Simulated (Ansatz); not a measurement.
HfO2 (Fm-3m), random displacements

Theory: DFT PBE, scalar-relativistic, plane waves, PAW (Ansatz). Settings: plane waves to 420 eV, k-mesh 6×6×6 (Γ-centred), Gaussian smearing 0.05 eV. Spin–orbit coupling is left out, which matters for the heavy elements here. No spin polarisation. Energies are free energies at this smearing, counted from the undisturbed cell; pressure is positive in compression.

The undisturbed cell (as given, not relaxed at this level; this fluorite-type form isn't the usual structure):

```yaml
crystal:
  lattice:
    - [5.11500, 0.00000, 0.00000]
    - [0.00000, -5.11500, 0.00000]
    - [0.00000, 0.00000, -5.11500]
  atoms:
    - { symbol: Hf, position: [0.00000, 0.50000, 0.50000] }
    - { symbol: Hf, position: [0.50000, 0.00000, 0.50000] }
    - { symbol: Hf, position: [0.50000, 0.50000, 0.00000] }
    - { symbol: Hf, position: [0.00000, 0.00000, 0.00000] }
    - { symbol: O, position: [0.25000, 0.25000, 0.25000] }
    - { symbol: O, position: [0.75000, 0.75000, 0.25000] }
    - { symbol: O, position: [0.75000, 0.25000, 0.75000] }
    - { symbol: O, position: [0.25000, 0.75000, 0.75000] }
    - { symbol: O, position: [0.75000, 0.75000, 0.75000] }
    - { symbol: O, position: [0.25000, 0.25000, 0.75000] }
    - { symbol: O, position: [0.25000, 0.75000, 0.25000] }
    - { symbol: O, position: [0.75000, 0.25000, 0.25000] }
```

The atoms are displaced (Å, in the unstrained cell):

| atom | ux | uy | uz |
| --- | --- | --- | --- |
| Hf1 | 0.053 | 0.082 | -0.050 |
| Hf2 | -0.142 | -0.029 | 0.069 |
| Hf3 | 0.037 | 0.007 | 0.070 |
| Hf4 | -0.017 | -0.206 | -0.085 |
| O5 | -0.072 | 0.140 | -0.011 |
| O6 | 0.115 | -0.208 | 0.051 |
| O7 | 0.087 | 0.054 | -0.066 |
| O8 | 0.045 | 0.052 | 0.087 |
| O9 | 0.058 | 0.046 | -0.061 |
| O10 | -0.013 | -0.037 | -0.061 |
| O11 | -0.086 | 0.004 | 0.077 |
| O12 | -0.065 | 0.092 | -0.020 |

Strain (Voigt, engineering shear): (-0.0183, -0.0067, -0.0483, -0.0631, 0.0413, 0.0121).

Question: What are the energy change, the stress and the forces?

Answer: ΔE = 270.0 meV/atom; stress (xx, yy, zz, yz, xz, xy; compression positive) (25.32, 19.19, 39.20, 5.89, -9.48, -2.88) GPa; gap on the mesh 2.69 eV.
| atom | Fx (eV/Å) | Fy | Fz |
| --- | --- | --- | --- |
| Hf1 | -2.03 | -3.17 | -0.21 |
| Hf2 | 2.77 | 3.34 | -0.97 |
| Hf3 | 1.88 | -3.40 | -0.69 |
| Hf4 | -3.02 | 6.72 | 3.51 |
| O5 | 3.24 | -4.39 | -2.79 |
| O6 | -2.14 | 2.57 | -2.09 |
| O7 | -1.49 | -1.30 | 1.66 |
| O8 | 0.94 | -0.98 | -0.38 |
| O9 | -0.89 | 1.40 | 1.48 |
| O10 | 0.55 | 0.76 | 0.97 |
| O11 | 1.55 | 1.91 | 0.08 |
| O12 | -1.36 | -3.46 | -0.58 |

Cost: 1 run of about 2.7 core-minutes, on Arm Neoverse V2 (shared hosts).